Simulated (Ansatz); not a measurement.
# CsI: the cost of one run

Program: the Python package of Ansatz 0.2.0. Level of theory: DFT r2SCAN, plane waves, norm-conserving potentials. These are calculated values, not measurements.

### 1 The structure

The structure is cubic, space group Pm-3m (No. 221). Conventional cell: a = 4.567 Å, b = 4.567 Å, c = 4.567 Å, α = 90.00°, β = 90.00°, γ = 90.00°. Cs (site symmetry m-3m) is surrounded by 8 I at 3.95 Å. Around I (site symmetry m-3m) lie 8 Cs at 3.95 Å.

The script holds or builds the structure itself.

### 2 Script

run_eos.py

```python
"""Bulk modulus of CsI from an E(V) curve."""

import warnings

import ansatz
import numpy as np
from pymatgen.analysis.eos import EOS

SETTINGS = {
    "xc": "r2scan",
    "smearing_width": 0.15,
    "scf_tol": 1e-09,
    "kmesh": (4, 4, 4),
}

VECTORS = np.array([
    [4.5667, 0.0, 0.0],
    [0.0, 4.5667, 0.0],
    [0.0, 0.0, 4.5667],
])
SITES = [
    ("Cs", (0.0, 0.0, 0.0)),
    ("I", (0.5, 0.5, 0.5)),
]


def make_crystal(cell):
    crystal = ansatz.Crystal(lattice=ansatz.Lattice.of(cell))
    for symbol, position in SITES:
        crystal = crystal.atom(symbol, position)
    return crystal

warnings.simplefilter("ignore", ansatz.DeckWarning)

# uniform scaling of the cell
volumes, energies = [], []
for scale in np.linspace(0.9, 1.1, 9):
    cell = VECTORS * scale ** (1 / 3)
    calculation = (
        make_crystal(cell).calculation()
        .functional(SETTINGS["xc"])
        .pseudopotentials("nc")
        .occupations(ansatz.OccupationsMethod.FERMI_DIRAC, width=SETTINGS["smearing_width"])
        .initial_density(normalization="atom")
        .scf(tolerance=SETTINGS["scf_tol"], self_checks="high")
        .kpoints(*SETTINGS["kmesh"])
    )
    rep = calculation.run().report
    volumes.append(abs(np.linalg.det(cell)) / len(SITES))
    energies.append(rep["free_energy_ev"] / len(SITES))
    print(f"V = {volumes[-1]:8.4f} A^3/atom  F = {energies[-1]:.5f} eV/atom")

for form in ["vinet", "murnaghan", "birch_murnaghan"]:
    fit = EOS(eos_name=form).fit(volumes, energies)
    print(f"{form:18s} V0 {fit.v0:8.4f} A^3/atom  B0 {fit.b0_GPa:7.1f} GPa  B1 {fit.b1:5.2f}")
```

### 3 What the engine is handed

The engine receives this input (first run):

```yaml
crystal:
  lattice:
    - [4.409100372678529, 0.0, 0.0]
    - [0.0, 4.409100372678529, 0.0]
    - [0.0, 0.0, 4.409100372678529]
  atoms:
    - { symbol: Cs, position: [0.0, 0.0, 0.0] }
    - { symbol: I, position: [0.5, 0.5, 0.5] }
kpoints:
  mp_grid:
    grid: [4, 4, 4]
hamiltonian:
  xc: r2scan
  pseudopotentials:
    kind: nc
scf:
  self_checks: high
  convergence:
    dr2_threshold: 1.0e-09
  occupations:
    method: fermi_dirac
    width: 0.15
  initial_density:
    normalization: atom
```

### 4 Launch

Started as:

```console
python run_eos.py
```

**Question.** How long does this script take on 1 thread of Intel Xeon 6975P-C (Granite Rapids), shared host, and how much memory does it need?

About 54 s, with a peak of 0.66 GiB.
